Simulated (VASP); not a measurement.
# Mg11Sb8 (a cell with a defect) in VASP: further runs, part 2 of 2

VASP 6.6.1. The steps go on from the part before.

**4. Single point, PBE**

Input file INCAR:

```
  PREC = Accurate
  ENCUT = 520
  EDIFF = 1E-6
  ISMEAR = -1
  SIGMA = 0.1
  LREAL = Auto
  LASPH = T
  NELM = 100
  ALGO = Fast
  ISIF = 2
  LWAVE = F
  LCHARG = T
  GGA = PE
  LELF = T
  LVHAR = T
  NBANDS = 46
```

Input file KPOINTS:

```
Automatic mesh
0
Gamma
  2 2 2
```

Input file POSCAR:

```
Mg11Sb8
1.0
    9.2336403800      0.0000013800      0.0000000000
   -4.6168200000      7.9965672500      0.0000000000
    0.0000000000      0.0000000000      7.2990480000
Mg Sb
11 8
Direct
    0.1696490799      0.3572291305      0.6380003255
    0.2925600163      0.1470369172      0.3561371291
   -0.1629978427     -0.0807374908     -0.1329584351
    0.1696491521      0.8139317238      0.6379989555
    0.3829732054      0.6922448469      0.3863590156
    0.0305401441      0.5160274189     -0.0175869511
    0.6105862268      0.3060564716      0.6132138054
    0.8356777487      0.1800587429      0.3631944878
    0.4938645549      0.0051606292     -0.0009168319
    0.8356820408      0.6571424566      0.3631950358
    0.4938388192      0.4902062593     -0.0009060086
    0.1768432306      0.3632460861      0.2348176091
    0.2870354790      0.1442729821      0.7742871399
    0.1768488006      0.8151167310      0.2348140470
    0.3810302327      0.6912704291      0.7818311374
    0.6377301909      0.3196274151      0.2160020046
    0.8293181178      0.2048607614      0.7612243405
    0.6997439685      0.8506325054      0.2234947626
    0.8293223333      0.6259789606      0.7612257105
```

Started as:

```sh
$ cat potpaw_PBE.64/Mg/POTCAR potpaw_PBE.64/Sb/POTCAR > POTCAR
$ mpirun -np 1 vasp_std > vasp.out
```

Wall time 3.4 min (1 thread of Intel Xeon 6975P-C (Granite Rapids), shared host); peak memory 0.61 GiB.

It converged, with:

* Free energy: -54.9607 eV
* Pressure: -0.3 GPa
* Largest force: 0.048 eV/Å
* Band gap on the k mesh: none (metal or under the smearing width)

Forces in eV/Å, atoms in the order of the input:
```
Mg   0.002  0.005 -0.012
Mg   0.003  0.002  0.018
Mg  -0.004 -0.003  0.005
Mg   0.005  0.000 -0.012
Mg   0.001  0.000  0.005
Mg   0.040  0.023  0.011
Mg   0.005  0.002 -0.005
Mg  -0.008  0.000 -0.004
Mg   0.002 -0.006 -0.007
Mg  -0.003 -0.007 -0.004
Mg  -0.003  0.004 -0.007
Sb  -0.003  0.008 -0.013
Sb  -0.008 -0.008  0.010
Sb   0.003 -0.011 -0.012
Sb  -0.002  0.003  0.012
Sb   0.002  0.001  0.011
Sb  -0.011 -0.016  0.011
Sb  -0.001  0.000 -0.020
Sb  -0.020  0.004  0.014
```

Stress tensor (GPa, compression positive):
```
-0.53 -0.28  0.13
-0.28 -0.20  0.08
 0.13  0.08 -0.17
```

Levels at points of the mesh, in eV from the Fermi level:
| k point | band 27 | band 28 | band 29 | band 30 | band 31 | band 32 | band 33 | band 34 | band 35 | band 36 |
| --- | --- | --- | --- | --- | --- | --- | --- | --- | --- | --- |
| (0.00, 0.00, 0.00) | -0.40 | -0.37 | -0.23 | 0.13 | 0.21 | 0.44 | 1.13 | 1.16 | 1.47 | 1.62 |
| (0.50, 0.00, 0.00) | -0.93 | -0.93 | -0.25 | -0.13 | -0.06 | 0.06 | 1.36 | 1.63 | 1.83 | 1.98 |
| (0.00, 0.50, 0.00) | -1.05 | -0.85 | -0.19 | -0.11 | -0.06 | 0.09 | 1.40 | 1.55 | 1.84 | 2.02 |
| (0.50, 0.50, 0.00) | -1.05 | -0.85 | -0.19 | -0.11 | -0.06 | 0.09 | 1.40 | 1.55 | 1.84 | 2.02 |
| (0.00, 0.00, 0.50) | -0.81 | -0.74 | -0.30 | -0.16 | -0.15 | -0.08 | 1.02 | 1.18 | 1.71 | 1.92 |
| (0.50, 0.00, 0.50) | -0.80 | -0.68 | -0.58 | -0.49 | -0.41 | -0.29 | 1.47 | 1.73 | 2.18 | 2.30 |
| (0.00, 0.50, 0.50) | -0.75 | -0.69 | -0.63 | -0.43 | -0.38 | -0.28 | 1.66 | 1.80 | 2.13 | 2.31 |
| (0.50, 0.50, 0.50) | -0.75 | -0.69 | -0.63 | -0.43 | -0.38 | -0.28 | 1.66 | 1.80 | 2.13 | 2.31 |

Caveat: the k mesh is coarse (spacing up to 0.43 Å⁻¹), so the values aren't converged. The run has no spin-orbit coupling, so splittings on Sb are missing.

**5. Single point, PBE**

Input file INCAR:

```
SYSTEM = Mg11Sb8
ALGO = Fast
EDIFF = 1E-6
ENCUT = 520
GGA = PE
ISIF = 2
ISMEAR = -1
LASPH = .TRUE.
LCHARG = .TRUE.
LELF = .TRUE.
LREAL = Auto
LVHAR = .TRUE.
LWAVE = .FALSE.
NBANDS = 46
NELM = 100
PREC = Accurate
SIGMA = 0.1
```

Input file KPOINTS:

```
k-points
0
G
  2 2 2
  0 0 0
```

Input file POSCAR:

```
Mg11Sb8
1.0
    9.2336403800      0.0000013800      0.0000000000
   -4.6168200000      7.9965672500      0.0000000000
    0.0000000000      0.0000000000      7.2990480000
Mg Sb
11 8
Direct
    0.1730714395      0.3416889617      0.6348049773
    0.3273994916      0.1644396285      0.3507277935
   -0.2927209875     -0.1456083041     -0.1803410527
    0.1731003058      0.8328776027      0.6347915509
    0.3548330960      0.6781419253      0.3864172424
    0.0140738193      0.5077795076     -0.0038343357
    0.6543925060      0.3279686164      0.6045325363
    0.8334940370      0.1583848182      0.3625491982
    0.4875773938      0.0107215164      0.0028959941
    0.8335355876      0.6766553298      0.3625441290
    0.4875410389      0.4783889396      0.0029624411
    0.1727047080      0.3488845494      0.2317221369
    0.3329303919      0.1672104415      0.7597903179
    0.1727449781      0.8253089801      0.2317124096
    0.3490984528      0.6752865760      0.7832551588
    0.6704459811      0.3359940573      0.2072884025
    0.8386417379      0.1944005214      0.7598460786
    0.6643474846      0.8329295403      0.2094843054
    0.8386791829      0.6457802056      0.7598470376
```

Potentials or basis: VASP PAW PBE potentials, release 64 (Mg, Sb).

Started as:

```sh
$ cat potpaw_PBE.64/Mg/POTCAR potpaw_PBE.64/Sb/POTCAR > POTCAR
$ mpirun -np 1 vasp_std > vasp.out
```

OUTCAR:

```text
SYSTEM = Mg11Sb8
   EDIFF = 1E-6
   ENCUT = 520
   GGA = PE
   ISIF = 2
   ISMEAR = -1
   LASPH = .TRUE.
   LREAL = Auto
   NELM = 100
   PREC = Accurate

 ion  position               nearest neighbor table
   1  0.173  0.342  0.635-  13 2.83  17 2.83  15 2.88  12 2.94   5 3.25   8 3.37   2 3.37
   2  0.327  0.164  0.351-  14 2.85  12 2.85  16 2.94  13 2.99   7 3.20   4 3.37   1 3.37  11 3.57
                             9 3.57
   3  0.707  0.854  0.820-  19 2.78  17 2.78  18 2.87  15 2.88   9 3.30  11 3.30
   4  0.173  0.833  0.635-  13 2.83  19 2.83  15 2.88  14 2.94   5 3.25  10 3.37   2 3.37
   5  0.355  0.678  0.386-  18 2.79  14 2.87  12 2.87  15 2.90   1 3.25   4 3.25
   6  0.014  0.508  0.996-  17 3.05  19 3.05  14 3.07  12 3.07  15 3.10  16 3.15
   7  0.654  0.328  0.605-  19 2.79  17 2.79  13 2.81  16 2.90   2 3.20   8 3.30  10 3.30
   8  0.833  0.158  0.363-  18 2.83  12 2.88  17 2.92  16 2.95   7 3.30   1 3.37
   9  0.488  0.011  0.003-  16 3.00  14 3.03  13 3.06  15 3.14  18 3.21   3 3.30  17 3.32   2 3.57
[... 4 lines left out ...]
  12  0.173  0.349  0.232-   2 2.85   5 2.87   8 2.88   1 2.94  11 3.03   6 3.07
  13  0.333  0.167  0.760-   7 2.81   1 2.83   4 2.83   2 2.99   9 3.06  11 3.06
  14  0.173  0.825  0.232-   2 2.85   5 2.87  10 2.88   4 2.94   9 3.03   6 3.07
  15  0.349  0.675  0.783-   3 2.88   4 2.88   1 2.88   5 2.90   6 3.10  11 3.14   9 3.14
  16  0.670  0.336  0.207-   7 2.90   2 2.94   8 2.95  10 2.95  11 3.00   9 3.00   6 3.15
  17  0.839  0.194  0.760-   3 2.78   7 2.79   1 2.83   8 2.92   6 3.05   9 3.32
  18  0.664  0.833  0.209-   5 2.79   8 2.83  10 2.83   3 2.87  11 3.21   9 3.21
  19  0.839  0.646  0.760-   3 2.78   7 2.79   4 2.83  10 2.92   6 3.05  11 3.32

  LATTYP: Found a hexagonal cell.
 ALAT       =     9.2336403800
 C/A-ratio  =     0.7904843268

  Lattice vectors:

 A1 = (   9.2336403800,   0.0000013800,   0.0000000000)
 A2 = (  -4.6168200000,   7.9965672500,   0.0000000000)
 A3 = (   0.0000000000,   0.0000000000,   7.2990480000)

Analysis of symmetry for initial positions (statically):
=====================================================================
 Subroutine PRICEL returns:
 Original cell was already a primitive cell.

 Routine SETGRP: Setting up the symmetry group for a
 hexagonal supercell.

[... 165 lines left out ...]
   LRPA    =     F    only Hartree local field effects (RPA)
 non-spin polarized calculation
 RMM-DIIS sequential band-by-band and
  energy-cutoff  :      520.00
  volume of cell :      538.94
 maximum number of plane-waves:     14552
 NGX is ok and might be reduce to    70
   NGX = 35   NGY = 35   NGZ = 27

 number of electron      61.9999999 magnetization

 Free energy of the ion-electron system (eV)
  ---------------------------------------------------
  ext. energy  EPLUGINS =         0.00000000
  ---------------------------------------------------
  free energy    TOTEN  =       -55.06670558 eV

  energy without entropy =      -54.79866200  energy(sigma->0) =      -54.93268379

 E-fermi :   3.4499     XC(G=0):  -8.4815

 val. band max:        3.4043243488   @ k =   0.5000   0.5000   0.0000
 cond. band min:       3.5087961822   @ k =   0.5000  -0.0000   0.0000
 fundamental gap:      0.1044718333
 Fermi energy:         3.4499426060

 k-point     1 :       0.0000    0.0000    0.0000
  band No.  band energies     occupation
      1      -6.2318      2.00000
      2      -5.3350      2.00000
      3      -5.1418      2.00000
      4      -5.1257      2.00000
      5      -5.0514      2.00000
      6      -4.8346      2.00000
[... 357 lines left out ...]
     42       6.9957      0.00000
     43       7.1594      0.00000
 [bands above 43 left out]

------------------------ aborting loop because EDIFF is reached ----------------------------------------

  FORCE on cell =-STRESS in cart. coord.  units (eV):
  Direction    XX          YY          ZZ          XY          YZ          ZX
  --------------------------------------------------------------------------------------
  -------------------------------------------------------------------------------------
  Total        0.8341344      1.0082174      0.3275237     -0.1487411     -0.0592077     -0.0983797
  in kB        2.4797265      2.9972429      0.9736672     -0.4421797     -0.1760135     -0.2924646
  external PRESSURE =       2.1502122 kB  Pullay stress =       0.0000000 kB

 VOLUME and BASIS-vectors are now :
 -----------------------------------------------------------------------------
  energy-cutoff  :      520.00
  volume of cell :      538.94
      direct lattice vectors                 reciprocal lattice vectors
     9.233640380  0.000001380  0.000000000     0.108299638  0.062526822  0.000000000
    -4.616820000  7.996567250  0.000000000    -0.000000019  0.125053649  0.000000000
     0.000000000  0.000000000  7.299048000     0.000000000  0.000000000  0.137004168

 POSITION                                       TOTAL-FORCE (eV/Angst)
 -----------------------------------------------------------------------------------
      0.02056      2.73234      4.63347        -0.024594     -0.015050     -0.000988
      2.26390      1.31495      2.55998        -0.012043     -0.007265      0.002669
      2.58619      6.83220      5.98273         0.084198      0.049078     -0.065334
     -2.24690      6.66016      4.63337        -0.025056     -0.014405     -0.001072
      0.14554      5.42281      2.82048         0.005862      0.002921     -0.027830
     -2.21437      4.06049      7.27106         0.005950      0.002926     -0.039042
[... 11 lines left out ...]
      2.28886      6.66058      1.52904         0.020070      0.012091      0.095599
      4.76261      5.16403      5.54616         0.004364      0.025144      0.030717
 -----------------------------------------------------------------------------------
    total drift:                               -0.015394     -0.000620     -0.011447

  FREE ENERGIE OF THE ION-ELECTRON SYSTEM (eV)
  ---------------------------------------------------
  free  energy   TOTEN  =       -55.0667055838 eV

  energy  without entropy=      -54.7986620050  energy(sigma->0) =      -54.93268379
```

stdout:

```text
POSCAR found type information on POSCAR MgSb
 POSCAR found :  2 types and      19 ions
 scaLAPACK will be used
 LDA part: xc-table for (Slater+PW92), standard interpolation
 POSCAR, INCAR and KPOINTS ok, starting setup
 FFT: planning ... GRIDC
 FFT: planning ... GRID_SOFT
 FFT: planning ... GRID
 WAVECAR not read
 entering main loop
```

Wall time 3.3 min (1 thread of Intel Xeon 6975P-C (Granite Rapids), shared host); peak memory 0.6 GiB.

What came out:

```yaml
Free_energy: -55.0667 eV
Pressure: 0.2 GPa
Largest_force: 0.117 eV/Å
Band_gap_on_the_k_mesh: none (metal or under the smearing width)
```

Forces on the atoms (eV/Å):
```
Mg  -0.025 -0.015 -0.001
Mg  -0.012 -0.007  0.003
Mg   0.084  0.049 -0.065
Mg  -0.025 -0.014 -0.001
Mg   0.006  0.003 -0.028
Mg   0.006  0.003 -0.039
Mg  -0.009 -0.005 -0.015
Mg   0.003  0.017 -0.009
Mg   0.006 -0.015 -0.013
Mg   0.016 -0.007 -0.009
Mg  -0.009  0.011 -0.013
Sb   0.006 -0.009  0.010
Sb  -0.020 -0.012  0.026
Sb  -0.006  0.009  0.007
Sb  -0.032 -0.019  0.001
Sb  -0.038 -0.021 -0.012
Sb   0.024 -0.004  0.031
Sb   0.020  0.012  0.096
Sb   0.004  0.025  0.031
```

Caveat: the k mesh is coarse (spacing up to 0.43 Å⁻¹), so the values aren't converged. Spin-orbit coupling is left out, which matters for the levels of Sb.

**6. Single point, PBE**

Input file INCAR:

```
SYSTEM = Mg11Sb8
PREC = Accurate
ENCUT = 520
EDIFF = 1E-7
ISMEAR = -1
SIGMA = 0.1
LREAL = Auto
LASPH = .True.
NELM = 100
ALGO = Fast
ISIF = 2
LWAVE = .False.
LCHARG = .False.
GGA = PE
NBANDS = 46
```

Input file KPOINTS:

```
Automatic mesh
0
Gamma
  2 2 2
  0 0 0
```

Input file POSCAR:

```
Mg11Sb8
1.0
    9.2336403800      0.0000013800      0.0000000000
   -4.6168200000      7.9965672500      0.0000000000
    0.0000000000      0.0000000000      7.2990480000
Mg Sb
11 8
Direct
    0.1650902987      0.3311301824      0.6416854636
    0.3307564021      0.1664233542      0.3594419437
   -0.3305351922     -0.1646343365     -0.3584605828
    0.1655561675      0.8357765980      0.6416938209
    0.3332217617      0.6673441707      0.3872706413
    0.0004833388      0.5013374957      0.0004977361
    0.6667902910      0.3343097102      0.6133402603
    0.8344873836      0.1658317634      0.3591462887
    0.5004710785      0.0002850360      0.0009982124
    0.8351356977      0.6702924743      0.3591483437
    0.4999134710      0.5005995929      0.0004671842
    0.1709027484      0.3429186148      0.2326885643
    0.3425005347      0.1721184209      0.7684077430
    0.1715411044      0.8300877809      0.2326829471
    0.3333272174      0.6673356671      0.7901398922
    0.6667832074      0.3342015388      0.2103901769
    0.8286336804      0.1718233354      0.7681472981
    0.6577133187      0.8293016097      0.2327266515
    0.8291128361      0.6586214673      0.7681526413
```

Potentials or basis: VASP PAW PBE potentials, release 64 (Mg, Sb).

Started as:

```sh
$ cat potpaw_PBE.64/Mg/POTCAR potpaw_PBE.64/Sb/POTCAR > POTCAR
$ mpirun -np 1 vasp_std > vasp.out
```

Run time: 4.6 min. Hardware: 1 thread of Intel Xeon 6975P-C (Granite Rapids), shared host; peak memory 0.62 GiB.

Results (log left out):

```
Free energy            : -55.1806 eV
Pressure               : -0.3 GPa
Largest force          : 0.029 eV/Å
Band gap on the k mesh : none (metal or under the smearing width)
```

Forces on the atoms (eV/Å):
```
Mg   0.000 -0.008 -0.019
Mg  -0.006 -0.005  0.019
Mg   0.007  0.004 -0.017
Mg  -0.006  0.004 -0.019
Mg   0.001 -0.001 -0.009
Mg  -0.002 -0.004 -0.001
Mg   0.001 -0.002  0.011
Mg   0.008 -0.004  0.020
Mg  -0.005  0.003 -0.004
Mg   0.000  0.008  0.020
Mg  -0.001  0.001 -0.002
Sb   0.000  0.007 -0.005
Sb   0.003  0.004  0.002
Sb   0.004 -0.001 -0.006
Sb   0.001  0.001  0.028
Sb   0.002 -0.002 -0.027
Sb  -0.003  0.000  0.007
Sb  -0.004 -0.003 -0.004
Sb  -0.001 -0.002  0.004
```

Stress tensor (GPa, compression positive):
```
-0.02  0.00  0.00
 0.00 -0.02  0.00
 0.00  0.00 -0.75
```

Levels at points of the mesh, in eV from the Fermi level:
| k point | band 29 | band 30 | band 31 | band 32 | band 33 | band 34 |
| --- | --- | --- | --- | --- | --- | --- |
| (0.00, 0.00, 0.00) | -0.23 | 0.19 | 0.19 | 0.53 | 1.01 | 1.01 |
| (0.50, 0.00, 0.00) | -0.13 | -0.13 | -0.09 | 0.07 | 1.27 | 1.51 |
| (0.00, 0.50, 0.00) | -0.13 | -0.13 | -0.09 | 0.07 | 1.27 | 1.52 |
| (0.50, 0.50, 0.00) | -0.13 | -0.13 | -0.09 | 0.07 | 1.27 | 1.51 |
| (0.00, 0.00, 0.50) | -0.18 | -0.18 | -0.13 | -0.13 | 0.90 | 0.90 |
| (0.50, 0.00, 0.50) | -0.66 | -0.58 | -0.47 | -0.36 | 1.51 | 1.86 |
| (0.00, 0.50, 0.50) | -0.66 | -0.58 | -0.47 | -0.36 | 1.51 | 1.86 |
| (0.50, 0.50, 0.50) | -0.66 | -0.58 | -0.47 | -0.36 | 1.51 | 1.86 |

Caveat: the k mesh is coarse (spacing up to 0.43 Å⁻¹), so the values aren't converged. The run has no spin-orbit coupling, so splittings on Sb are missing.
